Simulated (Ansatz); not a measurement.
# CsI: response to strain

CsI is deformed so: equal xy, yz and zx engineering shear strains of +1 %. What stress and forces result, by LAPW, PAW and all-electron datasets made for the crystal?

Program: Ansatz 0.2.0. Level of theory: DFT LDA, scalar-relativistic. These are calculated values, not measurements.

**1. The starting structure**

The structure is cubic, space group Pm-3m (No. 221). Conventional cell: a = 4.567 Å, b = 4.567 Å, c = 4.567 Å, α = 90.00°, β = 90.00°, γ = 90.00°. Cs (site symmetry m-3m) is surrounded by 8 I at 3.95 Å. Around I (site symmetry m-3m) lie 8 Cs at 3.95 Å.

As a file:

```cif
data_structure
_symmetry_space_group_name_H-M 'Pm-3m'
_symmetry_Int_Tables_number 221
_cell_length_a 4.5667
_cell_length_b 4.5667
_cell_length_c 4.5667
_cell_angle_alpha 90.000
_cell_angle_beta 90.000
_cell_angle_gamma 90.000
_cell_volume 95.24
loop_
_atom_site_label
_atom_site_type_symbol
_atom_site_symmetry_multiplicity
_atom_site_Wyckoff_symbol
_atom_site_fract_x
_atom_site_fract_y
_atom_site_fract_z
_atom_site_occupancy
Cs1 Cs 1 a 0.00000 0.00000 0.00000 1
I1 I 1 b 0.50000 0.50000 0.50000 1
```

The file gives the conventional cell by its symmetry; the runs use the cell typed in the input.

Atoms are numbered in the order of the input: Cs1, I2.

**2. The deformed structure**

Space group Pm-3m before, R-3m after.

**3. All-electron LAPW**

input.yaml

```yaml
crystal:
  lattice:
    - [4.5667, 0.0228335, 0.0228335]
    - [0.0228335, 4.5667, 0.0228335]
    - [0.0228335, 0.0228335, 4.5667]
  atoms:
    - { symbol: Cs, position: [0.0, 0.0, 0.0] }
    - { symbol: I, position: [0.5, 0.5, 0.5] }
kpoints:
  mp_grid: { grid: [7, 7, 7] }
  band_path:
    path:
      - [0.0, 0.0, 0.0]
      - [0.5, 0.5, 0.5]
      - [0.5098274679, 0.4901725321, 0.5]
      - [0.5, -0.4901725321, 0.4901725321]
      - [0.5, 0.0, 0.0]
      - [0.0, 0.0, 0.0]
      - [0.4950862661, -0.4950862661, 0.0]
      - [0.5049137339, 0.0, 0.4950862661]
      - [0.5, 0.0, 0.5]
    npoints: 5
scf:
  occupations: { method: fermi_dirac, width: 0.01 }
hamiltonian:
  xc: lda
  pseudopotentials: { kind: all_electron, lapw: { basis_error: 0.00025 } }
output:
  forces: true
  stress: true
  eigenvalues: true
```

On the command line:

```console
$ ansatz run input.yaml --threads 1 --pin off --max-ram 3072MiB --backend cpu --events-out ev --progress --plain --runs-dir out
```

**4. PAW on the default files**

input.yaml

```yaml
crystal:
  lattice:
    - [4.5667, 0.0228335, 0.0228335]
    - [0.0228335, 4.5667, 0.0228335]
    - [0.0228335, 0.0228335, 4.5667]
  atoms:
    - { symbol: Cs, position: [0.0, 0.0, 0.0] }
    - { symbol: I, position: [0.5, 0.5, 0.5] }
kpoints:
  mp_grid: { grid: [7, 7, 7] }
scf:
  occupations: { method: fermi_dirac, width: 0.01 }
hamiltonian:
  xc: lda
  pseudopotentials: { kind: paw }
output:
  forces: true
  stress: true
  eigenvalues: true
  efg: { contact_densities: true }
```

**5. Datasets made for this crystal**

Changes to input.yaml since step 4:

```diff
@@ -14,3 +14,3 @@
   xc: lda
-  pseudopotentials: { kind: paw }
+  pseudopotentials: { kind: all_electron, datasets: crystal }
 output:
```

(Steps that only read results are left out.)

What does the calculation give? Wanted: pressure; largest shear or deviatoric stress.

**Answer**, as computed:

```
                                 quantity                                              value
                                 pressure  LAPW -1.40, PAW -1.40, crystal datasets -1.40 GPa
largest shear or deviatoric stress (LAPW)                                           0.04 GPa
```

**Reading.** The largest part of the stress beyond the pressure is 0.04 GPa in size; the atoms are carried along and not relaxed. No run of the undeformed cell stands beside it, so the pressure holds what the given cell had before the change. PAW: stress within 0.01 GPa of LAPW. Crystal datasets: stress within 0.01 GPa of LAPW. Spin-orbit coupling is left out, though the cell holds Cs; in elements this heavy it can shift bands and gaps by tenths of an eV.

These are semilocal Kohn-Sham gaps, which aren't the measured quantity. Such gaps usually fall short of the measured ones; spin-orbit coupling, left out here, narrows gaps with I, so the two errors partly cancel.
